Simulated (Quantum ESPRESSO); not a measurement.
A calculation with Quantum ESPRESSO 7.5 of PtSe2 (Sudovikovite) (ASE script, structure from a POSCAR):

Contents of run.py:

```python
import numpy as np
from ase.calculators.espresso import Espresso, EspressoProfile
from ase.io import read

atoms = read('POSCAR')

input_data = {
    'control': {'calculation': 'scf', 'prefix': 'pwscf', 'outdir': './tmp', 'tprnfor': True, 'tstress': True, 'disk_io': 'nowf'},
    'system': {'ecutwfc': 55.0, 'ecutrho': 440.0, 'nbnd': 21, 'occupations': 'smearing', 'smearing': 'fd', 'degauss': 0.00367493},
    'electrons': {'conv_thr': 6e-10, 'electron_maxstep': 120, 'mixing_beta': 0.5},
}
pseudopotentials = {'Se': 'Se_pbe_v1.uspp.F.UPF', 'Pt': 'pt_pbe_v1.4.uspp.F.UPF'}
profile = EspressoProfile(command='pw.x', pseudo_dir='pseudo')
dft = Espresso(profile=profile, input_data=input_data, pseudopotentials=pseudopotentials, kpts=(8, 8, 5), koffset=(0, 0, 0))
atoms.calc = dft

print(f'energy {atoms.get_potential_energy():.8f} eV')
print('forces (eV/A)')
print(np.round(atoms.get_forces(), 6))
print('stress (eV/A^3, Voigt)')
print(np.round(atoms.get_stress(), 8))
print(f'Fermi level {dft.get_fermi_level():.4f} eV')
```

Contents of POSCAR:

```
PtSe2
1.0
    3.7240000000      0.0000000000      0.0000000000
   -1.8620000000      3.2250786037      0.0000000000
    0.0000000000      0.0000000000      5.0620000000
Pt Se
1 2
Direct
    0.0000000000      0.0000000000      0.0000000000
    0.6666666667      0.3333333333      0.7500000000
    0.3333333333      0.6666666667      0.2500000000
```

Potentials or basis: SSSP 1.3 efficiency PBE.

Launch:

```bash
$ OMP_NUM_THREADS=1 python run.py
```

Problem. Write the same calculation in another form: native input, structure typed inline.

Solution. As run:

The input pw.in:

```
&CONTROL
  calculation = 'scf'
  prefix = 'pwscf'
  outdir = './tmp'
  pseudo_dir = './pseudo'
  tprnfor = .true.
  tstress = .true.
  disk_io = 'nowf'
/
&SYSTEM
  ibrav = 0
  nat = 3
  ntyp = 2
  ecutwfc = 55
  ecutrho = 440
  nbnd = 21
  occupations = 'smearing'
  smearing = 'fd'
  degauss = 0.00367493
/
&ELECTRONS
  conv_thr = 6d-10
  electron_maxstep = 120
  mixing_beta = 0.5
/
ATOMIC_SPECIES
Pt   195.0840 pt_pbe_v1.4.uspp.F.UPF
Se    78.9710 Se_pbe_v1.uspp.F.UPF
CELL_PARAMETERS angstrom
   3.7240000000    0.0000000000    0.0000000000
  -1.8620000000    3.2250786037    0.0000000000
   0.0000000000    0.0000000000    5.0620000000
ATOMIC_POSITIONS crystal
Pt     0.0000000000    0.0000000000    0.0000000000
Se     0.6666666667    0.3333333333    0.7500000000
Se     0.3333333333    0.6666666667    0.2500000000
K_POINTS automatic
8 8 5 0 0 0
```

Potentials or basis: SSSP 1.3 efficiency PBE.

Command:

```bash
$ OMP_NUM_THREADS=1 pw.x -in pw.in > pw.out
```

Both were run:

|  | ASE script, structure from a POSCAR | native input, structure typed inline |
| --- | --- | --- |
| Pressure | 7.1 GPa | 7.1 GPa |
| Largest force | 0.586 eV/Å | 0.586 eV/Å |
| Band gap on the k mesh | none (metal or under the smearing width) | none (metal or under the smearing width) |

Keys that steer only the numerical path or the files written may differ.
